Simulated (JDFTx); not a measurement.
# Ta (Im-3m) in JDFTx: notebook

One crystal, Ta, is run at these levels: LDA; tasks: equation of state.

Everything below comes from runs of JDFTx 1.7.0 (patched build). Logs are shortened: lines on timing, memory, paths and dates and some standing lists are left out, and cuts for length are marked. The log counts tension as positive stress, the text compression.

**The experiment to reproduce.**

“Pressure effects on the electronic structure and superconductivity of (TaNb)0.67(HfZrTi)0.33 high entropy alloy”, 2019, arxiv:1910.08312 quotes, for a bulk crystal of Ta: bulk modulus 194 GPa.

The runs below are set against these values where they give the same quantity.

## Step 1: Starting point

It takes space group Im-3m (No. 229, cubic). Conventional cell: a = 3.303 Å, b = 3.303 Å, c = 3.303 Å, α = 90.00°, β = 90.00°, γ = 90.00°. Ta (site symmetry m-3m) has 8 Ta at 2.86 Å as nearest neighbours.

## Step 2: Equation of state, LDA, 16.93 Å³/atom (volume scaled by 0.94)

File Ta.in:

```
include Ta.lattice
coords-type Lattice
include Ta.ionpos

ion-species pseudo/Ta.upf
elec-cutoff 29
elec-ex-corr lda-PW
kpoint-folding 11 11 11
elec-smearing Fermi 0.0018374661
elec-n-bands 12
electronic-SCF nIterations 100 energyDiffThreshold 1e-09
electronic-minimize nIterations 30 energyDiffThreshold 1e-7
forces-output-coords Cartesian

dump-name run.$VAR
dump End Ecomponents EigStats BandEigs Kpoints Forces Stress
```

File Ta.lattice:

```
lattice \
   -3.0567660819     3.0567660819     3.0567660819 \
    3.0567660819    -3.0567660819     3.0567660819 \
    3.0567660819     3.0567660819    -3.0567660819
```

File Ta.ionpos:

```
ion Ta     0.0000000000     0.0000000000     0.0000000000 1
```

Potentials or basis: PseudoDojo-SR-LDA-0.4.1-standard with smoothed tails.

Launch:

```bash
$ jdftx -c 1 -i Ta.in -o Ta.out
```

The program printed:

```text
*************** JDFTx 1.7.0 (patched build) ***************

Input parsed successfully to the following command list (including defaults):

basis kpoint-dependent
coords-type Lattice
core-overlap-check vector
coulomb-interaction Periodic
davidson-band-ratio 1.1
dump End Forces BandEigs EigStats Ecomponents Stress Kpoints
dump-name run.$VAR
elec-cutoff 29
elec-eigen-algo Davidson
elec-ex-corr lda-PW
elec-n-bands 12 1
elec-smearing Fermi 0.00183747
electronic-minimize  \
	dirUpdateScheme      FletcherReeves \
	linminMethod         DirUpdateRecommended \
	nIterations          30 \
	history              15 \
	knormThreshold       0 \
	maxThreshold         no \
	energyDiffThreshold  1e-07 \
	nEnergyDiff          2 \
	convergeAll          no \
	alphaTstart          1 \
	alphaTmin            1e-10 \
	updateTestStepSize   yes \
	alphaTreduceFactor   0.1 \
	alphaTincreaseFactor 3 \
	nAlphaAdjustMax      3 \
	wolfeEnergy          0.0001 \
	wolfeGradient        0.9 \
	abortOnFailedStep    no \
	fdTest               no
electronic-scf  \
	nIterations	100 \
	energyDiffThreshold	1e-09 \
	residualThreshold	1e-07 \
	mixFraction	0.5 \
	qMetric	0.8 \
	history	10 \
	nEigSteps	2 \
	eigDiffThreshold	1e-08 \
	mixedVariable	Density \
	qKerker	0.8 \
	qKappa	-1 \
	verbose	no \
	mixFractionMag	1.5
exchange-regularization WignerSeitzTruncated
fluid None
fluid-ex-corr lda-TF lda-PZ
fluid-gummel-loop 10 1.000000e-05
fluid-minimize  \
	dirUpdateScheme      PolakRibiere \
	linminMethod         DirUpdateRecommended \
	nIterations          100 \
	history              15 \
	knormThreshold       0 \
	maxThreshold         no \
	energyDiffThreshold  0 \
	nEnergyDiff          2 \
	convergeAll          no \
	alphaTstart          1 \
	alphaTmin            1e-10 \
	updateTestStepSize   yes \
	alphaTreduceFactor   0.1 \
	alphaTincreaseFactor 3 \
	nAlphaAdjustMax      3 \
	wolfeEnergy          0.0001 \
	wolfeGradient        0.9 \
	abortOnFailedStep    no \
	fdTest               no
fluid-solvent H2O 55.338 ScalarEOS \
	epsBulk 78.4 \
	pMol 0.92466 \
	epsInf 1.77 \
	Pvap 1.06736e-10 \
	sigmaBulk 4.62e-05 \
	Rvdw 2.61727 \
	Res 1.42 \
	tauNuc 343133 \
	poleEl 15 7 1
forces-output-coords Cartesian
[... 71 lines left out ...]
---------- Initializing the Grid ----------
R =
[     -3.05677      3.05677      3.05677  ]
[      3.05677     -3.05677      3.05677  ]
[      3.05677      3.05677     -3.05677  ]
unit cell volume = 114.247
G =
[ -6.98619e-18    1.02775    1.02775  ]
[    1.02775 -6.98619e-18    1.02775  ]
[    1.02775    1.02775 -6.98619e-18  ]
Minimum fftbox size, Smin = [  28  28  28  ]
Chosen fftbox size, S = [  28  28  28  ]

---------- Exchange Correlation functional ----------
Initalized Slater LDA exchange.
Initalized Perdew-Wang LDA correlation.

---------- Setting up pseudopotentials ----------
Width of ionic core gaussian charges (only for fluid interactions / plotting) set to 0

Reading pseudopotential file 'pseudo/Ta.upf':
  'Ta' pseudopotential, 'SLA  PW   NOGX NOGC' functional
  Generated using ONCVPSP code by D. R. Hamann
  13 valence electrons, 4 orbitals, 8 projectors, 1001 radial grid points, with lMax = 3
    5S    l: 0   occupation:  2.0   eigenvalue: -2.689826
    5P    l: 1   occupation:  6.0   eigenvalue: -1.453891
    5D    l: 2   occupation:  3.0   eigenvalue: -0.139008
    6S    l: 0   occupation:  2.0   eigenvalue: -0.206266
  Core radius for overlap checks: 2.22 bohrs.

Initialized 1 species with 1 total atoms.

Folded 1 k-points by 11x11x11 to 1331 k-points.

---------- Setting up k-points, bands, fillings ----------
Reduced to 56 k-points under symmetry.
Computing the number of bands and number of electrons
Calculating initial fillings.
nElectrons:  13.000000   nBands: 12   nStates: 56

----- Setting up reduced wavefunction bases (one per k-point) -----
average nbasis = 852.319 , ideal nbasis = 852.192

---------- Setting up ewald sum ----------
Optimum gaussian width for ewald sums = 1.908579 bohr.
Real space sum over 2197 unit cells with max indices [  6  6  6  ]
Reciprocal space sum over 2197 terms with max indices [  6  6  6  ]

---------- Allocating electronic variables ----------
Initializing wave functions:  linear combination of atomic orbitals
Note: number of bands (12) exceeds available atomic orbitals (10)
Ta pseudo-atom occupations:   s ( 2 2 )  p ( 6 )  d ( 3 )
	FillingsUpdate:  mu: +0.723512390  nElectrons: 13.000000
LCAOMinimize: Iter:   0  F: -59.2553438627795614  |grad|_K:  2.532e-04  alpha:  1.000e+00
	FillingsUpdate:  mu: +0.724813834  nElectrons: 13.000000
LCAOMinimize: Iter:   1  F: -59.2555499690574266  |grad|_K:  5.349e-06  alpha:  7.936e-01  linmin:  1.497e-02  cgtest: -1.738e-01
	FillingsUpdate:  mu: +0.724808171  nElectrons: 13.000000
LCAOMinimize: Iter:   2  F: -59.2555500750501167  |grad|_K:  9.014e-07  alpha:  9.594e-01  linmin: -2.711e-03  cgtest:  2.069e-01
LCAOMinimize: Encountered beta<0, resetting CG.
	FillingsUpdate:  mu: +0.724803591  nElectrons: 13.000000
LCAOMinimize: Iter:   3  F: -59.2555500776384534  |grad|_K:  2.445e-08  alpha:  7.899e-01  linmin:  1.170e-03  cgtest: -1.826e-02
LCAOMinimize: Converged (|Delta F|<1.000000e-06 for 2 iters).

-------- Electronic minimization -----------
Will mix electronic density at each iteration.
	FillingsUpdate:  mu: +0.724803591  nElectrons: 13.000000
	FillingsUpdate:  mu: +0.717719682  nElectrons: 13.000000
SCF: Cycle:  0   F: -59.274098352103756   dF: -1.855e-02   |Residual|: 2.812e-02   |deigs|: 7.963e-02
	FillingsUpdate:  mu: +0.715075991  nElectrons: 13.000000
SCF: Cycle:  1   F: -59.274653773318896   dF: -5.554e-04   |Residual|: 1.216e-02   |deigs|: 6.420e-03
	FillingsUpdate:  mu: +0.713254759  nElectrons: 13.000000
SCF: Cycle:  2   F: -59.274752596691442   dF: -9.882e-05   |Residual|: 2.250e-03   |deigs|: 4.077e-03
	FillingsUpdate:  mu: +0.713378193  nElectrons: 13.000000
SCF: Cycle:  3   F: -59.274752938853311   dF: -3.422e-07   |Residual|: 5.487e-04   |deigs|: 4.582e-04
	FillingsUpdate:  mu: +0.713307073  nElectrons: 13.000000
SCF: Cycle:  4   F: -59.274753203069473   dF: -2.642e-07   |Residual|: 1.099e-04   |deigs|: 1.838e-04
	FillingsUpdate:  mu: +0.713290347  nElectrons: 13.000000
SCF: Cycle:  5   F: -59.274753213941096   dF: -1.087e-08   |Residual|: 8.621e-05   |deigs|: 6.791e-05
	FillingsUpdate:  mu: +0.713297211  nElectrons: 13.000000
SCF: Cycle:  6   F: -59.274753218516523   dF: -4.575e-09   |Residual|: 1.100e-05   |deigs|: 5.176e-05
	FillingsUpdate:  mu: +0.713297157  nElectrons: 13.000000
SCF: Cycle:  7   F: -59.274753218730453   dF: -2.139e-10   |Residual|: 1.169e-05   |deigs|: 4.769e-05
	FillingsUpdate:  mu: +0.713297575  nElectrons: 13.000000
SCF: Cycle:  8   F: -59.274753218810297   dF: -7.984e-11   |Residual|: 7.892e-06   |deigs|: 4.152e-05
SCF: Converged (|Delta E|<1.000000e-09 for 2 iters).

Setting wave functions to eigenvectors of Hamiltonian

# Stress tensor in Cartesian coordinates [Eh/a0^3]:
[ -7.51501e-05            0            0  ]
[            0 -7.51501e-05            0  ]
[            0            0 -7.51501e-05  ]

# Ionic positions in lattice coordinates:
ion Ta   0.000000000000000   0.000000000000000   0.000000000000000 1

# Forces in Cartesian coordinates:
force Ta  -0.000000000000000  -0.000000000000000   0.000000000000000 1

# Energy components:
   Eewald =      -50.3007456645711031
       EH =        6.9850540667254375
     Eloc =      -28.8667916654058772
      Enl =        4.4796679345535679
      Exc =      -14.7356868880950653
 Exc_core =        5.8896203410321935
       KE =       17.2743836700448306
-------------------------------------
     Etot =      -59.2744982057160001
       TS =        0.0002550130942977
-------------------------------------
        F =      -59.2747532188102966

IonicMinimize: Iter:   0  F: -59.274753218810297  |grad|_K:  0.000e+00
IonicMinimize: Converged (|grad|_K<1.000000e-04).

#--- Lowdin population analysis ---
# oxidation-state Ta +0.062

Dumping 'run.eigStats' ...
	eMin: -1.747926 at state 0 ( [ +0.000000 +0.000000 +0.000000 ] spin 0 )
	HOMO: +0.712545 at state 33 ( [ +0.090909 -0.454545 -0.454545 ] spin 0 )
	mu  : +0.713298
	LUMO: +0.715297 at state 27 ( [ +0.090909 +0.272727 -0.181818 ] spin 0 )
	eMax: +1.436514 at state 40 ( [ +0.181818 +0.272727 -0.272727 ] spin 0 )
	HOMO-LUMO gap: +0.002753
	Optical gap  : +0.014304 at state 2 ( [ +0.000000 +0.000000 +0.181818 ] spin 0 )
Done!
```

It took 14 s on 1 thread of Intel Xeon Platinum 8488C (Sapphire Rapids), shared host; peak memory 0.07 GiB.

Results:

```yaml
Free_energy: -1612.9482 eV
Pressure: 2.2 GPa
Band_gap_on_the_k_mesh: none (metal or under the smearing width)
```

## Step 3: Equation of state, LDA, 17.29 Å³/atom (volume scaled by 0.96)

Changes to Ta.in since step 2:

```diff
@@ -15,2 +15,2 @@
 dump-name run.$VAR
-dump End Ecomponents EigStats BandEigs Kpoints Forces Stress
+dump End Ecomponents EigStats BandEigs Kpoints Forces Stress ElecDensity Dtot KEdensity
```

File Ta.lattice:

```
lattice \
   -3.0782933128     3.0782933128     3.0782933128 \
    3.0782933128    -3.0782933128     3.0782933128 \
    3.0782933128     3.0782933128    -3.0782933128
```

Ta.ionpos is that of step 2.

Potentials or basis: PseudoDojo-SR-LDA-0.4.1-standard with smoothed tails.

Launch:

```bash
$ jdftx -c 1 -i Ta.in -o Ta.out
```

Run time: 15 s. Hardware: 1 thread of Intel Xeon Platinum 8488C (Sapphire Rapids), shared host; peak memory 0.07 GiB.

The run converged. Its results:

```yaml
Free_energy: -1612.9478 eV
Pressure: -2.6 GPa
Band_gap_on_the_k_mesh: none (metal or under the smearing width)
```

## Step 4: Equation of state, LDA, 17.65 Å³/atom (volume scaled by 0.98)

Ta.in is that of step 3.

File Ta.lattice:

```
lattice \
   -3.0995235929     3.0995235929     3.0995235929 \
    3.0995235929    -3.0995235929     3.0995235929 \
    3.0995235929     3.0995235929    -3.0995235929
```

Ta.ionpos is that of step 3.

Launch:

```bash
$ jdftx -c 1 -i Ta.in -o Ta.out
```

Run time: 15 s. Hardware: 1 thread of Intel Xeon Platinum 8488C (Sapphire Rapids), shared host; peak memory 0.07 GiB.

Results (log left out):

```
Free energy            : -1612.9371 eV
Pressure               : -6.8 GPa
Band gap on the k mesh : none (metal or under the smearing width)
```

## Step 5: Equation of state, LDA, 18.01 Å³/atom

Ta.in is that of step 4.

File Ta.lattice:

```
lattice \
   -3.1204669551     3.1204669551     3.1204669551 \
    3.1204669551    -3.1204669551     3.1204669551 \
    3.1204669551     3.1204669551    -3.1204669551
```

Ta.ionpos is that of step 4.

Launch:

```bash
$ jdftx -c 1 -i Ta.in -o Ta.out
```

Wall time 15 s (1 thread of Intel Xeon Platinum 8488C (Sapphire Rapids), shared host); peak memory 0.07 GiB.

It converged, with:

```
Free energy            : -1612.9174 eV
Pressure               : -10.7 GPa
Band gap on the k mesh : none (metal or under the smearing width)
```

## Step 6: Equation of state, LDA, 18.37 Å³/atom (volume scaled by 1.02)

Ta.in is that of step 5.

File Ta.lattice:

```
lattice \
   -3.1411329013     3.1411329013     3.1411329013 \
    3.1411329013    -3.1411329013     3.1411329013 \
    3.1411329013     3.1411329013    -3.1411329013
```

Ta.ionpos is that of step 5.

Potentials or basis: PseudoDojo-SR-LDA-0.4.1-standard with smoothed tails.

Launch:

```bash
$ jdftx -c 1 -i Ta.in -o Ta.out
```

Wall time 15 s (1 thread of Intel Xeon Platinum 8488C (Sapphire Rapids), shared host); peak memory 0.07 GiB.

It converged, with:

```
Free energy            : -1612.8895 eV
Pressure               : -14.1 GPa
Band gap on the k mesh : none (metal or under the smearing width)
```

## Step 7: Equation of state, LDA, 18.73 Å³/atom (volume scaled by 1.04)

Ta.in is that of step 6.

File Ta.lattice:

```
lattice \
   -3.1615304398     3.1615304398     3.1615304398 \
    3.1615304398    -3.1615304398     3.1615304398 \
    3.1615304398     3.1615304398    -3.1615304398
```

Ta.ionpos is that of step 6.

Launch:

```bash
$ jdftx -c 1 -i Ta.in -o Ta.out
```

Wall time 15 s (1 thread of Intel Xeon Platinum 8488C (Sapphire Rapids), shared host); peak memory 0.07 GiB.

Results (log left out):

```
Free energy            : -1612.8544 eV
Pressure               : -17.1 GPa
Band gap on the k mesh : none (metal or under the smearing width)
```

## Step 8: Equation of state, LDA, 19.09 Å³/atom (volume scaled by 1.06)

Ta.in is that of step 7.

File Ta.lattice:

```
lattice \
   -3.1816681193     3.1816681193     3.1816681193 \
    3.1816681193    -3.1816681193     3.1816681193 \
    3.1816681193     3.1816681193    -3.1816681193
```

Ta.ionpos is that of step 7.

Launch:

```bash
$ jdftx -c 1 -i Ta.in -o Ta.out
```

Wall time 15 s (1 thread of Intel Xeon Platinum 8488C (Sapphire Rapids), shared host); peak memory 0.07 GiB.

The run converged. Its results:

```yaml
Free_energy: -1612.8128 eV
Pressure: -19.9 GPa
Band_gap_on_the_k_mesh: none (metal or under the smearing width)
```

## Step 9: Equation of state, LDA

Potentials or basis: PseudoDojo-SR-LDA-0.4.1-standard with smoothed tails.

No new run: the results of the series are fitted here.

Results:

```
Equilibrium volume                      : 17.09 Å³/atom
Bulk modulus                            : 229 GPa
Pressure derivative of the bulk modulus : 4.4
```

Energy against volume, from the lowest point:
```csv
volume (Å³/atom),energy (meV/atom)
16.930,0.00
17.290,0.45
17.650,11.08
18.010,30.81
18.371,58.68
18.731,93.79
19.091,135.39
```

## Step 10: Comparison with measurements

Step 9. Against the measured bulk modulus of Ta, 194 GPa (quoted in “Pressure effects on the electronic structure and superconductivity of (TaNb)0.67(HfZrTi)0.33 high entropy alloy”, 2019, arxiv:1910.08312), the calculated 229 GPa is off by +17.8 %. The fit is for a static lattice scaled at fixed shape and fixed fractional positions.
